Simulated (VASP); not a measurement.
Runs of VASP 6.6.1 on WS2. All rows change the cell; the cell of one of them follows. Symmetry: R3m, No. 160, trigonal system. The conventional cell has a = 3.000 Å, b = 3.000 Å, c = 17.565 Å, α = 90.00°, β = 90.00°, γ = 120.00°. Around W (site symmetry 3m) lie 6 S at 2.27 to 2.29 Å. Around S (site symmetry 3m) lie 3 W at 2.27 Å. S (site symmetry 3m) has 3 W at 2.29 Å as nearest neighbours. Measurements of this composition are mostly on another form, of space group No. 194.

```csv
cell,further INCAR settings,gap on the mesh (eV),pressure (GPa),largest force (eV/Å)
"strain -0.050 along x and y, -0.050 along z, atoms carried along",ALGO = Fast; EDIFF = 1e-06; NBANDS = 20,0.85,36.5,4.06
"strain +0.000 along x and y, -0.050 along z, atoms carried along",ALGO = Fast; EDIFF = 1e-07; NBANDS = 20,0.47,10.7,2.24
"strain +0.050 along x and y, +0.000 along z, atoms carried along",ALGO = Fast; EDIFF = 1e-07; NBANDS = 20,0.63,-12.3,(b)
"strain +0.000 along x and y, +0.050 along z, atoms carried along",ALGO = Fast; EDIFF = 1e-07; NBANDS = 20,(a),-7.2,1.45
```

Alike in all rows: task single point; level PBE+D3(BJ); potentials or basis VASP PAW PBE potentials, release 64 (W_sv, S); no spin polarisation; k mesh 12 × 12 × 12; cutoff (eV) 520; smearing gaussian 0.05 eV.

Problem. Fill in the values left out.

Solution. (a) 1.20; (b) 0.99.

Caveats: spin-orbit coupling is left out, which moves the levels of the heavy elements; forces of over 1 eV/Å show positions far from the minimum, so gaps and moduli don't describe the material at rest (some runs); so large a pressure means that the cell lies far from this level's equilibrium, or that cutoff or potentials fall short (some runs).

A k mesh can miss the band edges, and the runs leave out spin-orbit coupling on W.
